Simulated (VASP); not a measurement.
# HfO2 from a squeezed to a stretched cell, part 3 of 3

Aim: follow HfO2 from a squeezed to a stretched cell. The starting structure is a computed structure from the Materials Project. All runs use LDA. The equilibrium cell comes from relaxations that aren't shown. At each volume, shape and positions are relaxed as far as symmetry leaves them free.

VASP 6.6.1.

Results so far: the equilibrium volume 0.0 GPa; 0.96 of the equilibrium volume 10.7 GPa; 1.04 of the equilibrium volume -8.8 GPa; 0.92 of the equilibrium volume 22.0 GPa; 0.98 of the equilibrium volume 5.1 GPa; 1.02 of the equilibrium volume -4.7 GPa.

### Step 8. Relaxation at 0.9 of the equilibrium volume

Level of this step: LDA; plane waves and PAW (Hf_pv, O) (VASP).

File INCAR:

```
SYSTEM = HfO2
PREC = Accurate
ENCUT = 560
EDIFF = 1E-07
NELM = 100
ISMEAR = 0
SIGMA = 0.03
LREAL = .FALSE.
ALGO = Normal
GGA = CA
NBANDS = 56
LASPH = .TRUE.
LORBIT = 11
LWAVE = .FALSE.
LCHARG = .FALSE.
KPAR = 8
NCORE = 2
IBRION = 2
NSW = 50
ISIF = 4
EDIFFG = -0.003
```

File POSCAR:

```
HfO2
1.0
    4.9845449260      0.0000000000      0.0000000000
    0.0000000000      4.7896621009      0.0000000000
    0.0000000000      0.0000000000      4.8079285559
Hf O
4 8
Direct
    0.0331695747      0.2683024255      0.2429329501
    0.4668304253      0.2683024255      0.7429329501
    0.5331695747      0.7316975745      0.2429329501
    0.9668304253      0.7316975745      0.7429329501
    0.3686714783      0.0731497005      0.3789091153
    0.1313285217      0.0731497005      0.8789091153
    0.7362279485      0.4584210246      0.4911579346
    0.7637720515      0.4584210246      0.9911579346
    0.2637720515      0.5415789754      0.9911579346
    0.2362279485      0.5415789754      0.4911579346
    0.8686714783      0.9268502995      0.3789091153
    0.6313285217      0.9268502995      0.8789091153
```

File KPOINTS:

```
Automatic mesh
0
Gamma
4 4 4
0 0 0
```

The projector-augmented-wave data sets are Hf_pv and O (LDA family, release 64).

Run with:

```sh
> mpirun -np 16 vasp_std
```

Output:

```text
[... set-up lines as in an earlier step ...]
 entering main loop
       N       E                     dE             d eps       ncg     rms          rms(c)
DAV:   1     0.579210511479E+03    0.57921E+03   -0.53666E+04  3024   0.171E+03
DAV:   2    -0.118840610289E+03   -0.69805E+03   -0.67765E+03  3784   0.431E+02
DAV:   3    -0.151730857448E+03   -0.32890E+02   -0.32757E+02  3584   0.850E+01
DAV:   4    -0.152100984032E+03   -0.37013E+00   -0.36966E+00  3728   0.969E+00
[...]
DAV:  13    -0.131381715212E+03    0.31102E-05   -0.22786E-05  3592   0.235E-02    0.185E-02
DAV:  14    -0.131381715099E+03    0.11229E-06   -0.22455E-06  3552   0.735E-03    0.256E-02
DAV:  15    -0.131381715078E+03    0.20878E-07   -0.13765E-07  2152   0.195E-03
   1 F= -.13138172E+03 E0= -.13138172E+03  d E =-.131382E+03
[... from here on, the cycles between the ionic steps are left out ...]
   2 F= -.13141781E+03 E0= -.13141781E+03  d E =-.360988E-01
   4 F= -.13145726E+03 E0= -.13145726E+03  d E =-.348670E-01
   7 F= -.13152198E+03 E0= -.13152198E+03  d E =-.639746E-01
  10 F= -.13160528E+03 E0= -.13160528E+03  d E =-.833040E-01
  13 F= -.13163774E+03 E0= -.13163774E+03  d E =-.809809E-02
  16 F= -.13165777E+03 E0= -.13165777E+03  d E =-.626051E-02
  19 F= -.13166067E+03 E0= -.13166067E+03  d E =-.161698E-02
  22 F= -.13166233E+03 E0= -.13166233E+03  d E =-.310578E-03
  25 F= -.13166274E+03 E0= -.13166274E+03  d E =-.261233E-03
  28 F= -.13166332E+03 E0= -.13166332E+03  d E =-.184763E-03
  31 F= -.13166335E+03 E0= -.13166335E+03  d E =-.209266E-03
  34 F= -.13166348E+03 E0= -.13166348E+03  d E =-.262237E-04
  37 F= -.13166349E+03 E0= -.13166349E+03  d E =-.129717E-04
  38 F= -.13166350E+03 E0= -.13166350E+03  d E =-.430528E-05
 trial-energy change:   -0.000004  1 .order   -0.000004   -0.000006   -0.000002
 step:   1.2012(harm=  1.2012)  dis= 0.00020  next Energy=  -131.663498 (dE=-0.432E-05)
 reached required accuracy - stopping structural energy minimisation
```

Elapsed: 3.9 min, on 16 MPI ranks of AMD EPYC 7R43, shared host; peak memory 4.2 GiB; 62 min of CPU time.

From OUTCAR (step 8):

```text
  Total       19.3975922     19.4128409     19.3854500      0.0000000      0.0000000      0.0000000
  in kB      270.7509639    270.9638038    270.5814830      0.0000000      0.0000000      0.0000000
  external PRESSURE =     270.7654169 kB  Pullay stress =       0.0000000 kB

 POSITION                                       TOTAL-FORCE (eV/Angst)
 -----------------------------------------------------------------------------------
      0.17415      1.30135      1.22546         0.000406      0.000388      0.000626
      2.36090      1.30135      3.57771        -0.000406      0.000388      0.000626
      2.70920      3.51101      1.22546         0.000406     -0.000388      0.000626
      4.89595      3.51101      3.57771        -0.000406     -0.000388      0.000626
      2.00517      0.49478      1.60561         0.001378      0.002249     -0.000557
      0.52989      0.49478      3.95786        -0.001378      0.002249     -0.000557
      3.79140      2.14905      2.40504        -0.000384      0.000276     -0.000069
      3.81376      2.14905      0.05279         0.000384      0.000276     -0.000069
      1.27870      2.66330      0.05279         0.000384     -0.000276     -0.000069
      1.25635      2.66330      2.40504        -0.000384     -0.000276     -0.000069
      4.54022      4.31757      1.60561         0.001378     -0.002249     -0.000557
      3.06494      4.31757      3.95786        -0.001378     -0.002249     -0.000557
 -----------------------------------------------------------------------------------
    total drift:                               -0.000000      0.000000      0.000200

  FREE ENERGIE OF THE ION-ELECTRON SYSTEM (eV)
  ---------------------------------------------------
  free  energy   TOTEN  =      -131.6634975782 eV

  energy  without entropy=     -131.6634975782  energy(sigma->0) =     -131.66349758

[... 2 parts as in an earlier step ...]

[... 2 further parts left out ...]
[key lines of the parts left out:]
E-fermi :   4.7475
```

0.9 of the equilibrium volume: 9.565 Å³ an atom and a pressure of 27.08 GPa, and 4.393 eV of gap on the mesh. Further runs on this cell, not shown, give the modes B2 (8) 823.3, B1 (8) 831.3, A1 (1) 160.2 cm⁻¹.

### Step 9. Relaxation at 1.06 of the equilibrium volume

INCAR is that of step 8.

Changes to POSCAR since step 8:

```diff
@@ -2,5 +2,5 @@
 1.0
-    4.9845449260      0.0000000000      0.0000000000
-    0.0000000000      4.7896621009      0.0000000000
-    0.0000000000      0.0000000000      4.8079285559
+    5.2639687205      0.0000000000      0.0000000000
+    0.0000000000      5.0581611471      0.0000000000
+    0.0000000000      0.0000000000      5.0774515837
 Hf O
```

KPOINTS is that of step 8.

Run with:

```sh
> mpirun -np 16 vasp_std
```

Output:

```text
[... set-up lines as in an earlier step ...]
 entering main loop
       N       E                     dE             d eps       ncg     rms          rms(c)
DAV:   1     0.557410348280E+03    0.55741E+03   -0.52563E+04  3024   0.167E+03
DAV:   2    -0.119440113305E+03   -0.67685E+03   -0.65646E+03  3784   0.415E+02
DAV:   3    -0.153511825646E+03   -0.34072E+02   -0.33932E+02  3568   0.833E+01
DAV:   4    -0.153947142510E+03   -0.43532E+00   -0.43447E+00  3784   0.103E+01
[...]
DAV:  13    -0.132417423951E+03    0.24764E-05   -0.35650E-05  3632   0.250E-02    0.110E-02
DAV:  14    -0.132417423636E+03    0.31488E-06   -0.39467E-06  3624   0.105E-02    0.241E-02
DAV:  15    -0.132417423648E+03   -0.11796E-07   -0.94824E-07  3272   0.438E-03
   1 F= -.13241742E+03 E0= -.13241742E+03  d E =-.132417E+03
[... from here on, the cycles between the ionic steps are left out ...]
   2 F= -.13243015E+03 E0= -.13243015E+03  d E =-.127307E-01
   3 F= -.13243067E+03 E0= -.13243067E+03  d E =-.132473E-01
   4 F= -.13244035E+03 E0= -.13244035E+03  d E =-.967687E-02
   5 F= -.13244870E+03 E0= -.13244870E+03  d E =-.180265E-01
   6 F= -.13245527E+03 E0= -.13245527E+03  d E =-.657068E-02
   7 F= -.13245974E+03 E0= -.13245974E+03  d E =-.110453E-01
   8 F= -.13246406E+03 E0= -.13246406E+03  d E =-.431596E-02
   9 F= -.13246661E+03 E0= -.13246661E+03  d E =-.687073E-02
  10 F= -.13246750E+03 E0= -.13246750E+03  d E =-.891356E-03
  11 F= -.13246792E+03 E0= -.13246792E+03  d E =-.130531E-02
  12 F= -.13246839E+03 E0= -.13246839E+03  d E =-.473104E-03
  13 F= -.13246867E+03 E0= -.13246867E+03  d E =-.753185E-03
  14 F= -.13246899E+03 E0= -.13246899E+03  d E =-.323093E-03
  15 F= -.13246903E+03 E0= -.13246903E+03  d E =-.362374E-03
  16 F= -.13246904E+03 E0= -.13246904E+03  d E =-.367996E-03
  17 F= -.13246900E+03 E0= -.13246900E+03  d E =0.400259E-04
  18 F= -.13246909E+03 E0= -.13246909E+03  d E =-.506162E-04
  19 F= -.13246910E+03 E0= -.13246910E+03  d E =-.100829E-04
 trial-energy change:   -0.000010  1 .order   -0.000010   -0.000021    0.000002
 step:   1.2121(harm=  1.2121)  dis= 0.00024  next Energy=  -132.469100 (dE=-0.982E-05)
 reached required accuracy - stopping structural energy minimisation
```

The job ended after 3.3 min (16 MPI ranks; peak memory 4 GiB; 38 min of CPU time).

Parts of OUTCAR (step 9):

```text
  Total      -10.3550709    -10.3559361    -10.3464906      0.0000000      0.0000000      0.0000000
  in kB     -122.7190284   -122.7292813   -122.6173423      0.0000000      0.0000000      0.0000000
  external PRESSURE =    -122.6885507 kB  Pullay stress =       0.0000000 kB

 POSITION                                       TOTAL-FORCE (eV/Angst)
 -----------------------------------------------------------------------------------
      0.17681      1.33920      1.20377        -0.000878      0.000659      0.001859
      2.46159      1.33920      3.74323         0.000878      0.000659      0.001859
      2.81522      3.70519      1.20377        -0.000878     -0.000659      0.001859
      5.09999      3.70519      3.74323         0.000878     -0.000659      0.001859
      1.91074      0.31722      1.96815        -0.001209      0.000644     -0.000302
      0.72766      0.31722      4.50761         0.001209      0.000644     -0.000302
      3.81971      2.35869      2.48094         0.000381      0.001411     -0.001557
      4.09550      2.35869      5.02040        -0.000381      0.001411     -0.001557
      1.45710      2.68570      5.02040        -0.000381     -0.001411     -0.001557
      1.18131      2.68570      2.48094         0.000381     -0.001411     -0.001557
      4.54915      4.72717      1.96815        -0.001209     -0.000644     -0.000302
      3.36606      4.72717      4.50761         0.001209     -0.000644     -0.000302
 -----------------------------------------------------------------------------------
    total drift:                                0.000000      0.000000     -0.000916

  FREE ENERGIE OF THE ION-ELECTRON SYSTEM (eV)
  ---------------------------------------------------
  free  energy   TOTEN  =      -132.4691005745 eV

  energy  without entropy=     -132.4691005745  energy(sigma->0) =     -132.46910057

[... 2 parts as in an earlier step ...]

[... 2 further parts left out ...]
[key lines of the parts left out:]
E-fermi :   3.3090
```

1.06 of the equilibrium volume: 11.266 Å³ an atom and a pressure of -12.27 GPa, and 4.285 eV of gap on the mesh. Further runs on this cell, not shown, give the modes B2 (8) 709.4, B1 (8) 665.4, A1 (1) 112.2 cm⁻¹.

### Step 10. All runs side by side

| run | volume (Å³/atom) | pressure (GPa) | gap on the mesh (eV) | B2 (8) | B1 (8) | A1 (1) | core minutes |
| --- | --- | --- | --- | --- | --- | --- | --- |
| 0.9 of the equilibrium volume | 9.565 | 27.08 | 4.393 | 823.3 | 831.3 | 160.2 | 62.7 |
| 0.92 of the equilibrium volume | 9.778 | 21.99 | 4.57 | 814.7 | 798.8 | 157.7 | 57.1 |
| 0.96 of the equilibrium volume | 10.203 | 10.65 | 4.528 | 785.5 | 747.4 | 140.8 | 37.1 |
| 0.98 of the equilibrium volume | 10.416 | 5.12 | 4.426 | 768.4 | 726.2 | 133.6 | 27.7 |
| the equilibrium volume | 10.628 | 0.0 | 4.353 | 751.7 | 707.4 | 126.9 | 5.01 |
| 1.02 of the equilibrium volume | 10.841 | -4.69 | 4.304 | 735.7 | 690.9 | 121.4 | 26.4 |
| 1.04 of the equilibrium volume | 11.053 | -8.8 | 4.279 | 721.3 | 676.7 | 116.3 | 49.4 |
| 1.06 of the equilibrium volume | 11.266 | -12.27 | 4.285 | 709.4 | 665.4 | 112.2 | 52.8 |

Modes are in cm⁻¹ and matched by symmetry and order, imaginary ones as negative numbers. A number in brackets counts the listed modes of one symmetry from the lowest. The symmetry labels come from an automatic analysis and can be wrong where levels nearly coincide. Core minutes are wall time times ranks of the run shown, on a shared host.

### Step 11. Results

| Property | Result |
| --- | --- |
| pressure at 0.9 of the equilibrium volume | 27.08 GPa |
| pressure at 0.92 of the equilibrium volume | 21.99 GPa |
| pressure at 0.96 of the equilibrium volume | 10.65 GPa |
| pressure at 0.98 of the equilibrium volume | 5.12 GPa |
| pressure at the equilibrium volume | 0.00 GPa |
| pressure at 1.02 of the equilibrium volume | -4.69 GPa |
| pressure at 1.04 of the equilibrium volume | -8.80 GPa |
| pressure at 1.06 of the equilibrium volume | -12.27 GPa |

**Reading.** Between 0.9 of the equilibrium volume and 1.06 of the equilibrium volume the pressure on HfO2 goes from 27.1 to -12.3 GPa. The gap on the mesh doesn't change in one direction: 4.39, 4.57, 4.53, 4.43, 4.35, 4.30, 4.28, 4.29 eV. Semilocal functionals give gaps that are too small, spin-orbit coupling is left out, and the mesh may miss the true band edges, by more at some strains than at others. Where bands change their order, the gap's trend can turn. The B2 (8) mode goes from 823 to 709 cm⁻¹, a mean mode Grüneisen parameter of 0.9. The B1 (8) mode goes from 831 to 665 cm⁻¹, a mean mode Grüneisen parameter of 1.4. The A1 (1) mode goes from 160 to 112 cm⁻¹, a mean mode Grüneisen parameter of 2.2. The frequencies are harmonic, and the splitting of polar modes by their long-range field is left out.

[Lines on the potential files, build, host, timing and source positions are cut from VASP's logs without a mark.]

[Logs are printed without paths, hosts, clocks, repeated set-up lines and the standing remarks that a program may print on its own settings, such as how far it seeks lower states.]

[Hosts, paths, dates, database ids (printed as entryN), source tags and the programs' standing remarks are cut or masked in the printed files.]
